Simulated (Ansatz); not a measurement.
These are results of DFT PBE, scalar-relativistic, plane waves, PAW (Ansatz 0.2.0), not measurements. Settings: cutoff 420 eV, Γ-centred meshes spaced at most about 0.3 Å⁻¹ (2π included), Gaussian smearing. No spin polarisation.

These are static total energies at zero pressure.

Two relaxed structures of HfSi2O6:

A.

```xyz
9
Lattice="-1.6850 1.6850 7.2352 1.6850 -1.6850 7.2352 1.6850 1.6850 -7.2352" Properties=species:S:1:pos:R:3 pbc="T T T"
Hf    0.0000    0.0000    0.0000
Si    0.0000    0.0000    4.7679
Si    0.0000    0.0000    9.7025
O     0.0000    1.6850    5.9028
O     1.6850    0.0000    3.6176
O     0.0000    1.6850    1.3324
O     0.0000    1.6850    3.6176
O     1.6850    0.0000    1.3324
O     1.6850    0.0000    5.9028
```

B.

```xyz
9
Lattice="3.5651 0.0000 0.0000 -1.7826 3.0875 0.0000 0.0000 0.0000 7.4710" Properties=species:S:1:pos:R:3 pbc="T T T"
Hf    0.0000    0.0000    0.0000
Si    0.0000    2.0583    4.8490
Si    1.7826    1.0292    2.6220
O     0.0000    2.0583    6.6720
O     1.7826    1.0292    4.3416
O     0.0000    0.0000    2.1208
O     0.0000    0.0000    5.3502
O     0.0000    2.0583    3.1294
O     1.7826    1.0292    0.7990
```

Question: Which would you expect to be lower, and how large is the difference?

Answer: B is lower, by 107 meV/atom. A has Hf and Si ordered on fluorite sites, space group I4/mmm (No. 139), 9.1 Å³/atom and a gap of 0.38 eV on its mesh; B has Hf and Si ordered on fluorite sites, space group P-3m1 (No. 164), 9.1 Å³/atom and a gap of 1.90 eV. Counting O atoms around Hf and Si (those within 1.25 times the shortest such distance or 1.15 times the sum of covalent radii; a plus sign parts nearer from farther groups), A has Hf 8, Si 8 and B has Hf 8, Si 2+6. In A, around Hf lie 8 O at 2.15 Å; Si has 8 O at 2.03–2.04 Å; O on a site of symmetry 2mm has 2 Si at 2.03 Å, 2 Hf at 2.15 Å, 5 O at 2.29–2.38 Å and 1 O at 2.66 Å; 1 more site not described. In B, Hf has 8 O at 2.12–2.21 Å; around Si lie 1 O at 1.72 Å, 1 O at 1.82 Å and 6 O at 2.12 Å; O on its first site is surrounded by 1 Si at 1.82 Å, 3 Hf at 2.21 Å and 3 O at 2.45 Å; 2 more sites not described. Both come from invented guesses. The lowest form computed isn't among them: it has space group C2 (No. 5), 16.2 Å³/atom and lies 0.84 eV/atom below the best shown.

Spin–orbit coupling, which can matter for Hf, is left out. Kohn–Sham gaps at this level usually fall short of measured ones. Cells relaxed within their symmetry can be saddle points. Some types were kept out of the candidates beforehand, so the set may lack a known form.
